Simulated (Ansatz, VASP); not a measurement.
Sb: VASP beside Ansatz

```
Sb
1.0
     3.31779   -0.66356   -0.66356
    -0.66356    3.31779   -0.66356
    -0.66356   -0.66356    3.31779
Sb
1
Direct
  0.00000 0.00000 0.00000
```

Alike in both runs: task single point; functional PBEsol; k mesh 16 × 16 × 16; occupations gaussian, width 0.15 eV; no spin polarisation.

|  | VASP | Ansatz |
| --- | --- | --- |
| version | VASP 6.6.1 | Ansatz 0.2.0 |
| potentials or method | VASP PAW PBE potentials, release 64 (Sb) | scalar-relativistic, plane waves, PAW |
| plane-wave cutoff (eV) | 520 | 420 |
| valence electrons in the cell | 5 | 15 |

```csv
,VASP,Ansatz,Ansatz less VASP
gap on the k mesh at the Fermi level (eV),none,none,-
pressure (GPa),-8.7,-8.7,+0.05
```

A gap of «none» marks a metal or a gap that the smearing closes. With one functional, cell and mesh, what is left measures potentials, basis and numerics. The two sets of potentials don't hold the same shells in valence.

Caveats: the PAW data sets were made with another functional, which shifts forces and pressure a little (VASP). Spin-orbit coupling is left out, which matters for the levels of Sb.
